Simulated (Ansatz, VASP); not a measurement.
# Mg: VASP beside Ansatz

The input INCAR:

```
PREC     = Accurate       # precision mode
ENCUT    = 520            # plane-wave cutoff, eV
EDIFF    = 1E-7           # SCF threshold, eV
ISMEAR   = -1             # smearing method
SIGMA    = 0.05           # smearing width, eV
LREAL    = F              # projectors in reciprocal space
LASPH    = T              # aspherical terms in the spheres
NELM     = 80             # most SCF steps
ALGO     = Normal         # electronic algorithm
ISIF     = 2              # what is computed and relaxed
LWAVE    = F              # write WAVECAR
LCHARG   = F              # write CHGCAR
GGA      = PE             # functional
NBANDS   = 7              # bands
```

Contents of KPOINTS:

```
Automatic mesh
0
Gamma
  11 11 11
```

Contents of POSCAR:

```
Mg
1.0
   -1.7365754750      1.7365754750      1.7365754750
    1.7365754750     -1.7365754750      1.7365754750
    1.7365754750      1.7365754750     -1.7365754750
Mg
1
Direct
    0.0000000000      0.0000000000      0.0000000000
```

input.yaml

```yaml
crystal:
  lattice:
    - [-1.736575475, 1.736575475, 1.736575475]
    - [1.736575475, -1.736575475, 1.736575475]
    - [1.736575475, 1.736575475, -1.736575475]
  atoms:
    - { symbol: Mg, position: [0.0, 0.0, 0.0] }
hamiltonian:
  xc: pbe
  pseudopotentials: { kind: paw }
kpoints:
  mp_grid: { grid: [11, 11, 11] }
scf:
  occupations: { method: fermi_dirac, width: 0.05 }
output:
  forces: true
  stress: true
  eigenvalues: true
```

Change from the starting cell: volume scaled by 0.94.

Alike in both runs: task single point; functional PBE; k mesh 11 × 11 × 11; occupations fermi-dirac, width 0.05 eV; no spin polarisation.

|  | VASP | Ansatz |
| --- | --- | --- |
| version | VASP 6.6.1 | Ansatz 0.2.0 |
| potentials or method | VASP PAW PBE potentials, release 64 (Mg) | Ansatz PAW |
| plane-wave cutoff (eV) | 520 | 420 |
| valence electrons in the cell | 2 | 10 |

```csv
,VASP,Ansatz,Ansatz less VASP
gap on the k mesh at the Fermi level (eV),none,none,-
pressure (GPa),3.6,3.7,+0.12
```

A gap of «none» marks a metal or a gap that the smearing closes. With one functional, cell and mesh, what is left measures potentials, basis and numerics. The two sets of potentials don't hold the same shells in valence.
